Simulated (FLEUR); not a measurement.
# Co under changes of volume

One of the cells (10.640 Å³/atom); the others are scaled copies at fixed shape and fractional positions:

```
Co
1.0
     2.47200    0.00000    0.00000
    -1.23600    2.14081    0.00000
     0.00000    0.00000    4.02114
Co
2
Direct
  0.66667 0.33333 0.75000
  0.33333 0.66667 0.25000
```

```yaml
Program: FLEUR MaX-R8.1 (later development tree)
Functional: SCAN
Potentials_or_basis: all-electron
Basis: FLAPW
Kmax: 4.69 1/bohr
k_mesh: 12 × 12 × 7
Occupations: fermi-dirac, width 0.05 eV
Spin: collinear spin, ferromagnetic start
Starting_moments: "[2.0, 2.0] μB"
```

```csv
volume (Å³/atom),energy over the lowest point (meV/atom),moment (μB per cell)
10.002,?,?
10.215,6.27,3.45
10.640,0.00,3.55
11.066,18.00,3.58
11.279,34.95,3.59
```

Q: What does the run at 10.002 Å³/atom give?

A: Energy over the lowest point 19.60 meV/atom; moment 3.41 μB per cell.

Worked out: A Birch-Murnaghan fit of order 2 (a polynomial in V^(-2/3)) to the other rows has its minimum at 10.53 Å³/atom with B0 = V·E''(V) = 240 GPa at fixed shape and positions, which overstates the stiffness. It gives 20.31 meV/atom at 10.002 Å³/atom, against the run's 19.60. A parabola through the other rows of the moment, of slope 0.349 μB per Å³/atom there, extrapolates to 3.38 μB, against the run's 3.41. The fit is too stiff a form for this range.

Energies are extrapolated to zero smearing.

Caveats: the meta-GGA is that of a development version, with a GGA for the radial functions and cores and without core tails.
